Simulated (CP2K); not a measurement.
Runs of CP2K 2026.2 on TiO2. Symmetry: C2/c, No. 15, monoclinic system. The conventional cell has a = 5.412 Å, b = 5.413 Å, c = 5.472 Å, α = 90.00°, β = 118.77°, γ = 90.00°. Ti (site symmetry 2) has 6 O at 1.93 to 2.00 Å as nearest neighbours. Around O (site symmetry 1) lie 3 Ti at 1.93 to 2.00 Å. The cell is a database's computed one.

```csv
level,cutoff of the non-local correlation (Ry),gap on the mesh (eV),pressure (GPa),largest force (eV/Å)
HLE17,-,2.09,(c),0.84
LDA,-,1.94,-9.9,0.26
OLYP,-,2.06,-0.2,0.23
vdW-DF-cx,300,2.01,-4.9,0.12
PBEsol,-,1.98,(b),0.20
PBE,-,2.01,(a),0.11
AM05,-,1.99,-5.2,0.21
```

Alike in all rows: task single point; potentials or basis POTENTIAL_UZH Ti GTH-PBE-q12, O GTH-PBE-q6; DZVP-MOLOPT-PBE-GTH basis; no spin polarisation; cell as given; k mesh 8 × 8 × 6; smearing fermi-dirac 0.05 eV.

Problem. Estimate the missing entries.

Solution. (a) -0.7; (b) -5.9; (c) -21.9.

Caveats: the basis of atomic orbitals isn't converged, which shifts pressures, moduli and gaps; the potentials were made for another functional, which shifts forces and pressure (some runs); the potentials were made for a functional far from this one (some runs).

A k mesh can miss the band edges.
